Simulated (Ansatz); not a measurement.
# Si2Mo (P6_222) in Ansatz: a series of runs

Aim: see how the results for Si2Mo move with the level of theory and the settings. Levels: BLYP, PBE, PBEsol. Tasks: relaxation of cell and atoms, single point.

Program: Ansatz 0.2.0. These are calculated values, not measurements. Logs are shortened: lines on timing, memory, paths and dates and some standing lists are left out, and cuts for length are marked.

## 1. The structure

It takes space group P6_222 (No. 180, hexagonal). The conventional cell has a = 4.585 Å, b = 4.585 Å, c = 6.580 Å, α = 90.00°, β = 90.00°, γ = 120.00°. Around Mo (site symmetry 222) lie 10 Si at 2.57 to 2.67 Å. Si (site symmetry 2) is surrounded by 5 Si at 2.55 to 2.67 Å and 5 Mo at 2.57 to 2.67 Å.

Measurements of this composition are mostly on another form, of space group No. 139.

## 2. Relaxation of cell and atoms, BLYP

input.yaml

```yaml
crystal:
  lattice:
    - [4.5854715599, 0.0, 0.0]
    - [-2.29273578, 3.9711348592, 0.0]
    - [0.0, 0.0, 6.5797601]
  atoms:
    - { symbol: Mo, position: [0.5, 0.5, 0.8333333333] }
    - { symbol: Mo, position: [0.0, 0.5, 0.1666666667] }
    - { symbol: Mo, position: [0.5, 0.0, 0.5] }
    - { symbol: Si, position: [0.16387298, 0.32774596, 0.5] }
    - { symbol: Si, position: [0.67225404, 0.83612702, 0.1666666667] }
    - { symbol: Si, position: [0.83612702, 0.16387298, 0.8333333333] }
    - { symbol: Si, position: [0.83612702, 0.67225404, 0.5] }
    - { symbol: Si, position: [0.32774596, 0.16387298, 0.1666666667] }
    - { symbol: Si, position: [0.16387298, 0.83612702, 0.8333333333] }
hamiltonian:
  xc: blyp
  pseudopotentials: { kind: paw }
kpoints:
  mp_grid: { grid: [7, 7, 4] }
scf:
  occupations: { method: fermi_dirac, width: 0.05 }
output:
  forces: true
  stress: true
  eigenvalues: true
relax:
  f_tol: 0.01
  max_steps: 40
  cell: { stress_tol: 0.05 }
```

Potentials or basis: Ansatz PAW.

The run is started by

```sh
$ ansatz run input.yaml --threads 4 --pin off --max-ram 11264MiB --backend cpu --events-out ev --progress --plain --runs-dir out
```

The log of the run:

```text
Warning: RAYON_NUM_THREADS=4 ignored (pool sized by the plan → 4); use --threads N
Engine: ansatz 0.2.0, aarch64-unknown-linux-gnu
Pseudopotentials: kind: paw
Pseudopotential: Mo, paw, valence charge 14, recommended cutoff 420 eV (normal), Mo.paw.azcp
Pseudopotential: Si, paw, valence charge 4, recommended cutoff 420 eV (normal), Si.paw.azcp
Functional definition: BLYP
  parameter beta = 0.0042
  parameter a = 0.04918
  parameter b = 0.132
  parameter c = 0.2533
  parameter d = 0.349
  exchange = b88_x(beta = beta)
  correlation = lyp_c(a = a, b = b, c = c, d = d)
Crystal: 9 atoms, lattice volume = 119.814 Å³
Basis set: ecut = 420 eV, 2331 PW (Γ), exchange–correlation on 64×64×90 points (8 copies of the dense FFT grid, shifted against one another)
Bands: 42, of which v1, the nominal top of the filled ones, is band 33 counted from 1 (32 counted from 0)
Symmetry: 12 space group operations
Space group: P6222 (ITA 180), of the structure as read, at distance tolerance 4.9e-5 Å
k-points: 24 of 196 (time reversal used)
Non-local potential: Mo, projectors of the file, l = 0: 3, l = 1: 2, l = 2: 2, l = 3: 1
Non-local potential: Si, projectors of the file, l = 0: 2, l = 1: 2, l = 2: 2
PAW form: soft (Blöchl's): semilocal exchange-correlation on the pseudo side does not see the compensation charge
PAW frozen core: Mo, regenerated for the run's functional, and the local potential with it (the file was generated under x = pbe(κ = 0.804, μ = 0.2195149727645171), c = pbe(β = 0.06672455060314922))
PAW frozen core: Si, regenerated for the run's functional, and the local potential with it (the file was generated under x = pbe(κ = 0.804, μ = 0.2195149727645171), c = pbe(β = 0.06672455060314922))
PAW one-centre angular grid: Mo, 590 points (default); XC on 64 Gauss nodes
PAW one-centre angular grid: Si, 110 points (default); XC on 64 Gauss nodes
Initial density: superposition of atomic densities (neutral atoms: chi_scale 0, normalization atom), corrected by the library's trained network
Initial wavefunctions: pseudopotential atomic-orbital guess
Functional: x = b88, c = lyp
SCF iter   1: F=—  HF=-18744.641291 eV  |F-HF|=—  |Δ(HF+E_count)|=         —  Δρ=1.27e-2  dr2=2.14e-1  ethr=1.77e-3  ⟨swp⟩=7.4  Hψ=4376  notcnv=0
preconditioner: auto → Resta (q_TF=auto, 2.470 Å⁻¹)  ε∞=10.5  [insulator: Δε(μ)=0.291 eV  Ē_g=7.127 eV  σ=0.050 eV  W_gap=0.90  n_scr=22 (ndim 8)  ℏωp=22.0 eV  f_vac=0.000  D(μ)=0.13/eV (n_scr^D=0)  ε∞_Penn≈10.5]
SCF iter   2: F=—  HF=-18744.609712 eV  |F-HF|=—  |Δ(HF+E_count)|=   3.16e-2  Δρ=6.36e-3  dr2=4.43e-2  ethr=3.24e-4  ⟨swp⟩=2.0  Hψ=1367  notcnv=0  defer=39
SCF iter   3: F=—  HF=-18744.603087 eV  |F-HF|=—  |Δ(HF+E_count)|=   6.62e-3  Δρ=1.56e-3  dr2=2.68e-3  ethr=6.72e-5  ⟨swp⟩=2.3  Hψ=1450  notcnv=0  defer=39
SCF iter   4: F=—  HF=-18744.602778 eV  |F-HF|=—  |Δ(HF+E_count)|=   3.09e-4  Δρ=1.60e-4  dr2=1.65e-5  ethr=4.07e-6  ⟨swp⟩=2.8  Hψ=1463  notcnv=0  defer=39
SCF iter   5: F=—  HF=-18744.602810 eV  |F-HF|=—  |Δ(HF+E_count)|=   3.20e-5  Δρ=2.82e-5  dr2=6.57e-7  ethr=2.49e-8  ⟨swp⟩=2.1  Hψ=1457  notcnv=0  defer=39
SCF iter   6: F=-18744.602811 eV  HF=-18744.602811 eV  |F-HF|=9.55e-9  |Δ(HF+E_count)|=   5.75e-7  Δρ=4.60e-6  dr2=1.84e-8  ethr=1.52e-10  ⟨swp⟩=9.5  Hψ=4169  notcnv=0
SCF 1 converged in 6 iterations: F = -18744.602811 eV  dr2 = 1.84e-8
relax step   1: F+E_penalty+E_count = -18744.60281059 eV  Δ(F+E_penalty+E_count) = +0.000e0 eV  max|allowed force component| = 7.709e-3 eV/Å  Δτ_max = 0.0000 Å  P = +12.615 GPa  Ω = 119.814 Å³  (6 SCF iters, dr2 threshold 1.00e-7 eV, accepted)
Crystal: 9 atoms, lattice volume = 128.897 Å³
Basis set: ecut = 420 eV, 2561 PW (Γ), exchange–correlation on 64×64×90 points (8 copies of the dense FFT grid, shifted against one another)
Initial density: handed on by an earlier stage of this run
Initial wavefunctions: those handed on with the density
iter 1 solved again at ethr=3.82e-5 eV; its pass at ethr=3.10e-3 eV (dr2=2.52e-2 eV) is discarded
[... 56 lines left out ...]
SCF iter   3: F=—  HF=-18744.898803 eV  |F-HF|=—  |Δ(HF+E_count)|=   3.47e-5  Δρ=1.79e-6  dr2=4.21e-10  ethr=5.09e-10  ⟨swp⟩=2.0  Hψ=1512  notcnv=0
iter 4 did not close the SCF: its close was put off for the readings that it lacked (scf_convergence_deferred on its scf_iter line)
SCF iter   4: F=-18744.898803 eV  HF=-18744.898803 eV  |F-HF|=5.60e-10  |Δ(HF+E_count)|=   1.94e-8  Δρ=3.70e-7  dr2=3.60e-11  ethr=1.00e-12  ⟨swp⟩=2.0  Hψ=1813  notcnv=0
iter 5 did not close the SCF: its close was put off for the readings that it lacked (scf_convergence_deferred on its scf_iter line)
SCF iter   5: F=-18744.898803 eV  HF=-18744.898803 eV  |F-HF|=0.00e0  |Δ(HF+E_count)|=  5.75e-10  Δρ=6.13e-8  dr2=4.66e-12  ethr=1.00e-12  ⟨swp⟩=1.0  Hψ=1008  notcnv=0
iter 6 did not close the SCF: its close was put off for the readings that it lacked (scf_convergence_deferred on its scf_iter line)
SCF iter   6: F=-18744.898803 eV  HF=-18744.898803 eV  |F-HF|=0.00e0  |Δ(HF+E_count)|=    0.00e0  Δρ=1.65e-8  dr2=3.69e-13  ethr=1.00e-12  ⟨swp⟩=1.0  Hψ=1008  notcnv=0
iter 7 did not close the SCF: its close was put off for the readings that it lacked (scf_convergence_deferred on its scf_iter line)
SCF iter   7: F=-18744.898803 eV  HF=-18744.898803 eV  |F-HF|=3.64e-12  |Δ(HF+E_count)|=    0.00e0  Δρ=4.40e-9  dr2=2.09e-14  ethr=1.00e-12  ⟨swp⟩=1.0  Hψ=1008  notcnv=0
SCF iter   8: F=-18744.898803 eV  HF=-18744.898803 eV  |F-HF|=3.64e-12  |Δ(HF+E_count)|=  3.64e-12  Δρ=1.25e-9  dr2=2.42e-15  ethr=1.00e-12  ⟨swp⟩=1.3  Hψ=2217  notcnv=0
SCF 6 converged in 8 iterations: F = -18744.898803 eV  dr2 = 2.42e-15
relax step   6: F+E_penalty+E_count = -18744.89880284 eV  Δ(F+E_penalty+E_count) = -3.066e-3 eV  max|allowed force component| = 2.431e-4 eV/Å  Δτ_max = 0.0000 Å  P = +0.036 GPa  Ω = 127.706 Å³  stress off target by 4.00e-2 GPa  SCF on the basis re-selected at this cell (its energy is not comparable with the rows above)  (8 SCF iters)
basis re-selected at this cell: Δ(F+E_penalty+E_count) = -3.066e-3 eV, ΔP = +0.036 GPa vs the last step (what re-selecting the basis moved, of the pressure what is left beyond the Pulay correction that the steps carried, after the strain that the cell walked since its last selection, with what the two solves' SCF thresholds leave and, on support functions, any second-order correction that the steps lacked; it is no measure of the basis error at this ecutwfc). This SCF's stress stands 4.00e-2 GPa from its target on what of the cell is left free (relax.cell.stress_tol is 5.00e-2 GPa) and its largest allowed force component is 2.43e-4 eV/Å (relax.f_tol is 1.00e-2 eV/Å): within both
SCF converged after 8 iterations
Free energy (F): -18744.898803 eV
Harris-Foulkes:  -18744.898803 eV  (|F-HF|=3.64e-12)
Internal energy: -18744.896311 eV  (E = F + TS)
E sigma→0 (E₀):  -18744.897557 eV
Entropy (-TS):   -0.002491 eV (-0.277 meV/atom)
Fermi energy:    15.955651 eV
--- Per-component energies (eV) ---
  E_band       = -164.858168
  E_kinetic    = 1585.765690
  E_local      = -3578.340344  (includes V_loc(G=0)·N_el)
  E_nonlocal   = 586.392284
  E_hartree    = 1321.838338
  E_xc         = -871.826065
  E_vxc        = -954.851087  (∫ρ·V_xc dr)
  E_paw        = -12758.908257  (= ΣΔE_a)
  E_vpaw       = -447.501542  (= ΣTr[D̂ρ^β])
  E_aug_tail   = 0.000158  (compensation charges beyond the density's cutoff)
  E_ewald      = -5030.170152
  E_core_change = 0.352036  (= ΣΔE_core)
  E_smearing   = -0.002491  (= −TS)
  E_closure    = 0.000000  (closes the sum)
  Σ components = -18744.898803   (vs F -18744.898803, Δ=0.00e0)
--- Forces (eV/Å), atoms counted from 1 ---
  atom   1  Mo     0.00000000     0.00000000     0.00000000
  atom   2  Mo    -0.00000000    -0.00000000    -0.00000000
  atom   3  Mo    -0.00000000     0.00000000    -0.00000000
  atom   4  Si    -0.00000000     0.00024305     0.00000000
  atom   5  Si    -0.00021049    -0.00012153     0.00000000
  atom   6  Si    -0.00021049     0.00012153    -0.00000000
  atom   7  Si     0.00000000    -0.00024305    -0.00000000
  atom   8  Si     0.00021049     0.00012153    -0.00000000
  atom   9  Si     0.00021049    -0.00012153     0.00000000
  max |Σ_I F_I| component: 1.10e-16 eV/Å
--- Stress (GPa, compression-positive) ---
        0.040022      -0.000000       0.000000
       -0.000000       0.040022      -0.000000
        0.000000       0.000000       0.027693
  P = ⅓ Tr σ = 0.0359 GPa (0.359 kbar)
--- Band table (eV; the first three rows and the last of 24) ---
  k-point 0: bands = ["-45.2954", "-45.2729", "-45.2729", "-19.4842", "-19.4842", "-19.4769", "-19.4769", "-19.4765", "-19.4169", "-19.3525", "-19.3525", "-19.3442", "2.4583", "5.4205", "5.4205", "9.2066", "9.7174", "9.7174", "9.8426", "9.8426", "10.7535", "11.3999", "11.3999", "11.6658", "12.6111", "12.6111", "12.9358", "12.9358", "13.1322", "13.1322", "13.2302", "14.0048", "15.2491", "17.6877", "17.8894", "18.0168", "18.0168", "18.2961", "18.5864", "18.5864", "18.6952", "18.6952"]
  k-point 1: bands = ["-45.2934", "-45.2804", "-45.2675", "-19.5065", "-19.4933", "-19.4726", "-19.4716", "-19.4348", "-19.4169", "-19.3834", "-19.3568", "-19.3290", "2.6770", "4.2692", "6.5599", "9.3533", "9.3812", "9.7370", "9.9157", "10.1998", "10.6718", "10.7293", "11.0507", "11.2190", "12.6408", "12.8208", "12.8976", "12.9641", "13.3355", "13.6484", "13.8067", "14.0069", "15.5604", "17.6171", "17.8783", "17.8864", "18.1539", "18.1617", "18.3407", "18.4151", "18.5241", "18.5646"]
  k-point 2: bands = ["-45.2879", "-45.2879", "-45.2655", "-19.5171", "-19.4967", "-19.4662", "-19.4662", "-19.4087", "-19.4087", "-19.3906", "-19.3906", "-19.3202", "3.3073", "3.3073", "7.2252", "9.1773", "9.2213", "9.7734", "9.7734", "10.5825", "10.5825", "10.6272", "10.6272", "11.2693", "12.6156", "12.6156", "12.6276", "12.7775", "13.7512", "13.7512", "13.9520", "15.3024", "15.3024", "17.4559", "17.8096", "17.8096", "17.9673", "18.2888", "18.4199", "18.4199", "18.5766", "18.5766"]
  k-point 23: bands = ["-45.2876", "-45.2787", "-45.2746", "-19.5157", "-19.5129", "-19.5039", "-19.4509", "-19.4394", "-19.4361", "-19.3540", "-19.3523", "-19.3237", "5.0138", "5.1119", "5.7061", "6.6330", "6.8851", "8.1259", "10.1369", "10.3604", "10.8553", "11.3115", "12.4284", "12.4610", "12.7148", "12.7202", "12.8676", "12.9913", "13.8764", "14.2530", "14.3970", "14.7303", "15.4534", "16.4130", "16.8576", "17.1193", "17.4480", "17.6331", "17.9264", "18.1570", "18.2350", "18.8068"]
--- Relaxed structure (5 steps of the walk, 5 accepted, 1 SCFs on fresh bases) ---
  F+E_penalty+E_count = -18744.89880284 eV   max|allowed force component| = 2.431e-4 eV/Å   (the final SCF, on the basis selected at the relaxed cell)
  cell:  # Å, volume = 127.7061 Å³
    - [4.700796016455896, 2.959363847316304e-11, 1.2129150371695663e-34]
    - [-2.3503980082535767, 4.0710087682447025, -8.811815030834922e-35]
    - [3.668289865560486e-34, 1.2852402448679076e-34, 6.673264487618685]
  atoms:
    - { symbol: Mo, position: [0.5, 0.5, 0.8333333333333335] }
    - { symbol: Mo, position: [5.551115123125783e-17, 0.5000000000000001, 0.16666666666666666] }
    - { symbol: Mo, position: [0.49999999999999994, -9.631564794432942e-20, 0.5] }
    - { symbol: Si, position: [0.16398050898971503, 0.32796101797943006, 0.5] }
    - { symbol: Si, position: [0.6720389820205699, 0.836019491010285, 0.16666666666666666] }
    - { symbol: Si, position: [0.836019491010285, 0.16398050898971506, 0.8333333333333335] }
    - { symbol: Si, position: [0.836019491010285, 0.67203898202057, 0.5] }
    - { symbol: Si, position: [0.3279610179794301, 0.16398050898971506, 0.16666666666666666] }
    - { symbol: Si, position: [0.16398050898971495, 0.8360194910102849, 0.8333333333333335] }
```

Wall time 22 s (4 threads of Arm Neoverse V2, shared host); peak memory 0.46 GiB.

What came out:

* Free energy: -18744.8988 eV
* Relaxed volume: 14.19 Å³/atom
* Relaxed cell: a = 4.701 Å, b = 4.701 Å, c = 6.673 Å, α = 90.00°, β = 90.00°, γ = 120.00°
* Space group after relaxing (to 0.05 Å): P6_222 (No. 180)
* Energy gained by relaxing: 32.9 meV/atom
* Ionic steps: 6
* Pressure after relaxing: 0.0 GPa
* Band gap on the k mesh: 0.27 eV, indirect (least direct gap 0.50 eV)

The path:
| step | energy change (eV) | largest force (eV/Å) | volume (Å³) |
| --- | --- | --- | --- |
| 1 | 0.0000 | 0.0077 | 119.81 |
| 2 | -0.2836 | 0.0955 | 128.90 |
| 3 | -0.2925 | 0.0259 | 127.82 |
| 4 | -0.2929 | 0.0021 | 127.71 |
| 5 | -0.2929 | 0.0001 | 127.71 |
| 6 | -0.2960 | 0.0002 | 127.71 |

Final structure:
```cif
data_structure
_symmetry_space_group_name_H-M 'P 1'
_symmetry_Int_Tables_number 1
_cell_length_a 4.7008
_cell_length_b 4.7008
_cell_length_c 6.6733
_cell_angle_alpha 90.000
_cell_angle_beta 90.000
_cell_angle_gamma 120.000
_cell_volume 127.71
loop_
_atom_site_label
_atom_site_type_symbol
_atom_site_fract_x
_atom_site_fract_y
_atom_site_fract_z
_atom_site_occupancy
Mo1 Mo 0.50000 0.50000 0.83333 1
Mo2 Mo 0.00000 0.50000 0.16667 1
Mo3 Mo 0.50000 0.00000 0.50000 1
Si1 Si 0.16398 0.32796 0.50000 1
Si2 Si 0.67204 0.83602 0.16667 1
Si3 Si 0.83602 0.16398 0.83333 1
Si4 Si 0.83602 0.67204 0.50000 1
Si5 Si 0.32796 0.16398 0.16667 1
Si6 Si 0.16398 0.83602 0.83333 1
```

Caveat: odd divisions of the mesh miss points on the zone boundary, where band edges often lie, so the gap on the mesh can be too wide; the plane-wave basis is chosen anew once the cell has moved, so the energies of steps on either side of that aren't comparable; the PAW data sets come from PBE, with cores solved anew for the run's functional, which leaves a small shift of forces and pressure.

## 3. Single point, PBE

Edit input.yaml of step 2 so:

```diff
@@ -16,3 +16,3 @@
 hamiltonian:
-  xc: blyp
+  xc: pbe
   pseudopotentials: { kind: paw }
@@ -21,3 +21,3 @@
 scf:
-  occupations: { method: fermi_dirac, width: 0.05 }
+  occupations: { method: gaussian, width: 0.012 }
 output:
@@ -26,5 +26,5 @@
   eigenvalues: true
-relax:
-  f_tol: 0.01
-  max_steps: 40
-  cell: { stress_tol: 0.05 }
+  write_density: true
+  write_potential: true
+  elf: true
+  volumetric_format: npy
```

Potentials or basis: Ansatz PAW.

The run is started by

```sh
$ ansatz run input.yaml --threads 4 --pin off --max-ram 11264MiB --backend cpu --events-out ev --progress --plain --runs-dir out
```

It took 4 s on 4 threads of Arm Neoverse V2, shared host; peak memory 0.43 GiB.

The run converged. Its results:

* Free energy: -18687.1076 eV
* Pressure: 3.5 GPa
* Largest force: 0.010 eV/Å
* Band gap on the k mesh: 0.27 eV, indirect (least direct gap 0.63 eV)

Forces on the atoms (eV/Å):
```
Mo   0.000  0.000  0.000
Mo   0.000  0.000  0.000
Mo   0.000  0.000  0.000
Si   0.000  0.010  0.000
Si  -0.009 -0.005  0.000
Si  -0.009  0.005  0.000
Si   0.000 -0.010  0.000
Si   0.009  0.005  0.000
Si   0.009 -0.005  0.000
```

Stress tensor (GPa, compression positive):
```
3.59 0.00 0.00
0.00 3.59 0.00
0.00 0.00 3.42
```

Levels at points of the mesh, in eV from the valence-band top:
```csv
k point,band 31,band 32,band 33,band 34,band 35,band 36
"(0.00, 0.00, 0.00)",-2.65,-2.00,-0.72,2.09,2.46,2.46
"(0.00, 0.00, -0.50)",-2.00,-0.63,-0.63,1.94,2.38,2.38
```

Caveat: odd divisions of the mesh miss points on the zone boundary, where band edges often lie, so the gap on the mesh can be too wide. A k mesh can miss the band edges.

(Part 1 of 2 ends here.)
